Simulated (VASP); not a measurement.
# Cd2S (P3m1) in VASP: a series of runs, part 2 of 2

VASP 6.6.1. The steps go on from the part before.

**3. Relaxation of cell and atoms, PBE+D3(BJ)**

INCAR

```
PREC     = Accurate       # precision mode
ENCUT    = 600            # plane-wave cutoff, eV
EDIFF    = 1E-6           # SCF threshold, eV
ISMEAR   = 0              # smearing method
SIGMA    = 0.02           # smearing width, eV
LREAL    = False          # projectors in reciprocal space
LASPH    = True           # aspherical terms in the spheres
NELM     = 80             # most SCF steps
ALGO     = Normal         # electronic algorithm
ISIF     = 3              # what is computed and relaxed
LWAVE    = False          # write WAVECAR
LCHARG   = False          # write CHGCAR
GGA      = PE             # functional
IVDW     = 12             # dispersion correction
IBRION   = 2              # ionic algorithm
NSW      = 40             # ionic steps
EDIFFG   = -0.01          # ionic threshold
```

KPOINTS

```
Automatic mesh
0
Gamma
  8 8 4
```

POSCAR

```
Cd2S
1.0
    3.9626700490      0.0000000000      0.0000000000
   -1.9813350245      3.4317729293      0.0000000000
    0.0000000000      0.0000000000      5.8091920000
Cd S
2 1
Direct
    0.3333333333      0.6666666667      0.9327170000
    0.6666666667      0.3333333333      0.5787350000
    0.3333333333      0.6666666667      0.3657050000
```

Potentials or basis: VASP PAW PBE potentials, release 64 (Cd, S).

Command:

```
> cat potpaw_PBE.64/Cd/POTCAR potpaw_PBE.64/S/POTCAR > POTCAR
> mpirun -np 1 vasp_std > vasp.out
```

OUTCAR:

```text
PREC = Accurate
   ENCUT = 600
   EDIFF = 1E-6
   ISMEAR = 0
   LREAL = False
   LASPH = True
   NELM = 80
   ISIF = 3
   GGA = PE
   IVDW = 12
   IBRION = 2
   NSW = 40
   EDIFFG = -0.01
 IVDW          = 12

 ion  position               nearest neighbor table
   1  0.333  0.667  0.933-   3 2.52   2 3.08   2 3.08   2 3.08
   2  0.667  0.333  0.579-   3 2.60   3 2.60   3 2.60   1 3.08   1 3.08   1 3.08
   3  0.333  0.667  0.366-   1 2.52   2 2.60   2 2.60   2 2.60

  LATTYP: Found a hexagonal cell.
 ALAT       =     3.9626700490
 C/A-ratio  =     1.4659792332

  Lattice vectors:

 A1 = (   3.9626700490,   0.0000000000,   0.0000000000)
 A2 = (  -1.9813350245,   3.4317729293,   0.0000000000)
 A3 = (   0.0000000000,   0.0000000000,   5.8091920000)

Analysis of symmetry for initial positions (statically):
=====================================================================
 Subroutine PRICEL returns:
 Original cell was already a primitive cell.

 Routine SETGRP: Setting up the symmetry group for a
 hexagonal supercell.

 Subroutine GETGRP returns: Found  6 space group operations
 (whereof  6 operations were pure point group operations)
 out of a pool of 24 trial point group operations.

[... 161 lines left out ...]
  ext. energy  EPLUGINS =         0.00000000
  ---------------------------------------------------
  free energy    TOTEN  =        -6.22675909 eV

  energy without entropy =       -6.22675909  energy(sigma->0) =       -6.22675909

------------------------ aborting loop because EDIFF is reached ----------------------------------------

 Edisp (eV)   -0.93844

 E8    (eV) :    -0.3954
[... 108 lines left out ...]
  FREE ENERGIE OF THE ION-ELECTRON SYSTEM (eV)
  ---------------------------------------------------
  free  energy   TOTEN  =        -7.1899235915 eV

  energy  without entropy=       -7.1899235915  energy(sigma->0) =       -7.18992359

[... ionic steps 4 to 12 ...]

--------------------------------------- Ionic step       13  -------------------------------------------

 number of electron      30.0000001 magnetization

------------------------ aborting loop because EDIFF is reached ----------------------------------------
[... 77 lines left out ...]
--------------------------------------- Ionic step       15  -------------------------------------------

 number of electron      30.0000001 magnetization

 Free energy of the ion-electron system (eV)
  ---------------------------------------------------
  ext. energy  EPLUGINS =         0.00000000
  ---------------------------------------------------
  free energy    TOTEN  =        -6.19505774 eV

  energy without entropy =       -6.19505774  energy(sigma->0) =       -6.19505774

 E-fermi :   1.8028     XC(G=0):  -9.5919

 val. band max:        1.6675347082   @ k =   0.3750   0.2500   0.2500
 cond. band min:       2.0289613011   @ k =   0.5000  -0.0000   0.2500
 fundamental gap:      0.3614265929
 Fermi energy:         1.8028065144

 k-point     1 :       0.0000    0.0000    0.0000
  band No.  band energies     occupation
      1     -11.0845      2.00000
      2      -6.7519      2.00000
      3      -6.7519      2.00000
      4      -6.6449      2.00000
      5      -6.6449      2.00000
      6      -6.6075      2.00000
[... 505 lines left out ...]
      6      -6.4395      2.00000
[... 11 lines left out ...]
     18       6.6473      0.00000
     19       7.9088      0.00000

 [... further k-points ...]

------------------------ aborting loop because EDIFF is reached ----------------------------------------

 Edisp (eV)   -1.00189

 E8    (eV) :    -0.4226
[... 26 lines left out ...]
  FREE ENERGIE OF THE ION-ELECTRON SYSTEM (eV)
  ---------------------------------------------------
  free  energy   TOTEN  =        -7.1969445252 eV

  energy  without entropy=       -7.1969445252  energy(sigma->0) =       -7.19694453

 reached required accuracy - stopping structural energy minimisation
```

OSZICAR:

```text
N       E                     dE             d eps       ncg     rms          rms(c)
DAV:   1     0.226247753042E+03    0.22625E+03   -0.16561E+04  1330   0.165E+03
DAV:   2     0.453685558866E+01   -0.22171E+03   -0.21417E+03  1403   0.382E+02
DAV:   3    -0.688549013367E+01   -0.11422E+02   -0.11337E+02  1521   0.855E+01
DAV:   4    -0.703651180444E+01   -0.15102E+00   -0.15091E+00  1464   0.855E+00
[... 105 lines left out ...]
DAV:   2    -0.619515476523E+01    0.26788E-03   -0.65049E-04  1429   0.370E-01    0.576E-02
DAV:   3    -0.619507719004E+01    0.77575E-04   -0.12970E-04  1421   0.113E-01    0.360E-02
DAV:   4    -0.619505915287E+01    0.18037E-04   -0.25573E-05  1453   0.523E-02    0.936E-03
DAV:   5    -0.619505795470E+01    0.11982E-05   -0.39150E-06  1357   0.237E-02    0.571E-03
DAV:   6    -0.619505774407E+01    0.21062E-06   -0.38834E-07   665   0.634E-03
  15 F= -.71969445E+01 E0= -.71969445E+01  d E =-.229180E-04
```

It took 3.1 min on 1 thread of AMD EPYC 9R45 (Zen 5), shared host; peak memory 0.23 GiB.

Results:

- Free energy: -7.1969 eV
- Relaxed volume: 24.79 Å³/atom
- Relaxed cell: a = 3.851 Å, b = 3.851 Å, c = 5.791 Å, α = 90.00°, β = 90.00°, γ = 120.00°
- Space group after relaxing (to 0.05 Å): P3m1 (No. 156)
- Energy gained by relaxing: 10.6 meV/atom
- Ionic steps: 15
- Pressure after relaxing: 0.0 GPa
- Largest force after relaxing: 0.005 eV/Å
- Band gap on the k mesh: 0.36 eV, indirect (least direct gap 0.79 eV)
- Dispersion energy per atom: -0.334 eV

Forces on the atoms (eV/Å):
```
Cd   0.000  0.000  0.005
Cd   0.000  0.000 -0.004
S    0.000  0.000 -0.001
```

Step by step:
| step | energy change (eV) | largest force (eV/Å) | pressure (GPa) | volume (Å³) |
| --- | --- | --- | --- | --- |
| 1 | 0.0000 | 0.0441 | -2.07 | 79.00 |
| 2 | -0.0246 | 0.1671 | 0.15 | 75.17 |
| 3 | -0.0247 | 0.1544 | 0.01 | 75.38 |
| 4 | -0.0287 | 0.1234 | 0.01 | 75.01 |
| 5 | -0.0301 | 0.1524 | 0.03 | 74.64 |
| 6 | -0.0315 | 0.0394 | -0.03 | 74.56 |
| 7 | -0.0317 | 0.0162 | -0.05 | 74.54 |
| 8 | -0.0317 | 0.0183 | -0.07 | 74.53 |
| 9 | -0.0317 | 0.0081 | 0.04 | 74.39 |
| 10 | -0.0317 | 0.0067 | 0.04 | 74.37 |
| 11 | -0.0317 | 0.0049 | 0.04 | 74.34 |
| 12 | -0.0317 | 0.0031 | 0.09 | 74.29 |
| 13 | -0.0317 | 0.0048 | 0.06 | 74.33 |
| 14 | -0.0317 | 0.0054 | 0.06 | 74.34 |
| 15 | -0.0317 | 0.0052 | 0.01 | 74.38 |

Final structure:
```yaml
crystal:
  lattice:
    - [3.85128, 0.00000, 0.00000]
    - [-1.92564, 3.33530, 0.00000]
    - [0.00000, 0.00000, 5.79063]
  atoms:
    - { symbol: Cd, position: [0.33333, 0.66667, 0.93365] }
    - { symbol: Cd, position: [0.66667, 0.33333, 0.58205] }
    - { symbol: S, position: [0.33333, 0.66667, 0.36145] }
```

**4. Relaxation of cell and atoms, PBEsol**

INCAR

```
PREC = Accurate
ENCUT = 600
EDIFF = 1E-6
ISMEAR = 0
SIGMA = 0.02
LREAL = F
LASPH = T
NELM = 100
ALGO = Normal
ISIF = 3
LWAVE = F
LCHARG = F
GGA = PS
IBRION = 2
NSW = 60
EDIFFG = -0.01
```

KPOINTS is that of step 3.

POSCAR is that of step 3.

Command:

```
> cat potpaw_PBE.64/Cd/POTCAR potpaw_PBE.64/S/POTCAR > POTCAR
> mpirun -np 1 vasp_std > vasp.out
```

Wall time 2.9 min (1 thread of Intel Xeon Platinum 8259CL at 2.50GHz (Skylake/Cascade Lake), shared host); peak memory 0.26 GiB.

It converged, with:

| Quantity | Value |
| --- | --- |
| Free energy | -7.3019 eV |
| Relaxed volume | 24.47 Å³/atom |
| Relaxed cell | a = 3.856 Å, b = 3.856 Å, c = 5.699 Å, α = 90.00°, β = 90.00°, γ = 120.00° |
| Space group after relaxing (to 0.05 Å) | P3m1 (No. 156) |
| Energy gained by relaxing | 17.3 meV/atom |
| Ionic steps | 9 |
| Pressure after relaxing | 0.0 GPa |
| Largest force after relaxing | 0.006 eV/Å |
| Band gap on the k mesh | 0.39 eV, indirect (least direct gap 0.85 eV) |

Forces in eV/Å, atoms in the order of the input:
```
Cd   0.000  0.000  0.006
Cd   0.000  0.000 -0.005
S    0.000  0.000 -0.002
```

Step by step:
```
step  energy change (eV)  largest force (eV/Å)  pressure (GPa)  volume (Å³)
   1              0.0000                0.0958           -2.91        79.00
   2             -0.0447                0.2269            0.44        73.65
   3             -0.0459                0.1810           -0.09        74.34
   4             -0.0497                0.1341           -0.02        73.93
   5             -0.0505                0.1416            0.03        73.63
   6             -0.0518                0.0575           -0.04        73.55
   7             -0.0520                0.0175           -0.07        73.50
   8             -0.0520                0.0014            0.04        73.36
   9             -0.0520                0.0062            0.01        73.40
```

Final structure:
```yaml
crystal:
  lattice:
    - [3.85648, 0.00000, 0.00000]
    - [-1.92824, 3.33981, 0.00000]
    - [0.00000, 0.00000, 5.69908]
  atoms:
    - { symbol: Cd, position: [0.33333, 0.66667, 0.93050] }
    - { symbol: Cd, position: [0.66667, 0.33333, 0.58276] }
    - { symbol: S, position: [0.33333, 0.66667, 0.36390] }
```

Levels at points of the mesh, in eV from the valence-band top:
```csv
k point,band 11,band 12,band 13,band 14,band 15,band 16,band 17,band 18,band 19
"(0.00, 0.00, 0.00)",-7.54,-4.68,-3.84,-0.53,-0.53,3.54,5.31,7.11,7.11
"(0.50, 0.00, 0.00)",-7.38,-4.65,-3.08,-1.52,-1.17,0.56,3.30,4.88,6.13
"(0.00, 0.00, 0.50)",-7.56,-6.26,-0.44,-0.44,-0.17,1.41,4.91,6.71,6.71
"(0.50, 0.00, 0.50)",-7.40,-4.17,-3.79,-1.26,-1.13,1.81,3.61,4.63,5.91
```

Caveat: the PAW data sets were made with another functional, which shifts forces and pressure a little.

**5. Single point, PBE**

INCAR

```
SYSTEM = Cd2S
  PREC = Accurate
  ENCUT = 450
  EDIFF = 1E-6
  ISMEAR = 0
  SIGMA = 0.02
  LREAL = .FALSE.
  LASPH = .TRUE.
  NELM = 100
  ALGO = Fast
  ISIF = 2
  LWAVE = .FALSE.
  LCHARG = .FALSE.
  GGA = PE
  NBANDS = 22
```

KPOINTS

```
regular mesh
0
G
  3 3 2
  0 0 0
```

POSCAR is that of step 4.

Potentials or basis: VASP PAW PBE potentials, release 64 (Cd_GW, S_GW).

Command:

```
> cat potpaw_PBE.64/Cd_GW/POTCAR potpaw_PBE.64/S_GW/POTCAR > POTCAR
> mpirun -np 1 vasp_std > vasp.out
```

It took 20 s on 1 thread of Intel Xeon Platinum 8259CL at 2.50GHz (Skylake/Cascade Lake), shared host; peak memory 0.18 GiB.

It converged, with:

* Free energy: -6.2059 eV
* Pressure: 0.3 GPa
* Largest force: 0.093 eV/Å
* Band gap on the k mesh: 1.04 eV, indirect (least direct gap 1.23 eV)

Forces in eV/Å, atoms in the order of the input:
```
Cd   0.000  0.000  0.082
Cd   0.000  0.000  0.012
S    0.000  0.000 -0.093
```

Stress tensor (GPa, compression positive):
```
 1.70  0.00  0.00
 0.00  1.70  0.00
 0.00  0.00 -2.38
```

Levels at points of the mesh, in eV from the valence-band top:
| k point | band 11 | band 12 | band 13 | band 14 | band 15 | band 16 | band 17 | band 18 | band 19 | band 20 |
| --- | --- | --- | --- | --- | --- | --- | --- | --- | --- | --- |
| (0.00, 0.00, 0.00) | -7.46 | -4.25 | -3.48 | -0.54 | -0.54 | 3.38 | 5.23 | 6.98 | 6.98 | 8.47 |
| (0.00, 0.00, 0.50) | -7.47 | -5.72 | -0.46 | -0.46 | 0.00 | 1.36 | 4.94 | 6.57 | 6.57 | 8.10 |

Caveat: the k mesh is coarse (spacing up to 0.61 Å⁻¹), so the values aren't converged; an odd mesh through Γ misses points on the zone boundary, where band edges often lie. Expect the measured gap to be larger: semilocal functionals such as PBE lack the derivative discontinuity.

**6. For comparison**

An earlier run on the cell as given: functional PBEsol; potentials or basis VASP PAW PBE potentials, release 64 (Cd, S); cutoff 520 eV; k mesh 8 × 8 × 5; occupations fermi-dirac, width 0.05 eV; no spin polarisation.

* Pressure: -2.7 GPa
* Largest force: 0.119 eV/Å
* Band gap on the k mesh: 0.22 eV, indirect (least direct gap 0.56 eV)

**7. Overview**

```tsv
task	level	potentials or basis	cell	k mesh	cutoff (eV)	smearing	ladder	mesh quality	gap on the mesh (eV)	pressure (GPa)	relaxed volume (Å³/atom)	largest force (eV/Å)
relaxation of cell and atoms	LDA	VASP PAW LDA potentials, release 64 (Cd, S)	relaxed	8 × 8 × 4	600	gaussian 0.02 eV	gaps	not flagged	0.39	0.0	23.47	0.01
relaxation of cell and atoms	PBE+D3(BJ)	VASP PAW PBE potentials, release 64 (Cd, S)	relaxed	8 × 8 × 4	600	gaussian 0.02 eV	gaps	not flagged	0.36	0.0	24.79	0.01
relaxation of cell and atoms	PBEsol	VASP PAW PBE potentials, release 64 (Cd, S)	relaxed	8 × 8 × 4	600	gaussian 0.02 eV	gaps	not flagged	0.39	0.0	24.47	0.01
single point	PBE	VASP PAW PBE potentials, release 64 (Cd_GW, S_GW)	as given	3 × 3 × 2	450	gaussian 0.02 eV	-	coarse	1.04	0.3	-	0.09
single point	PBEsol	VASP PAW PBE potentials, release 64 (Cd, S)	as given	8 × 8 × 5	520	fermi-dirac 0.05 eV	free	not flagged	0.22	-2.7	-	0.12
```

Alike in all rows: no spin polarisation.

Caveats: some runs use coarse meshes; the PAW data sets were made with another functional, which shifts forces and pressure a little (some runs); an odd mesh through Γ misses points on the zone boundary, where band edges often lie (some runs).

Total energies depend on the potentials used, so only differences within one code and one set of settings carry meaning.
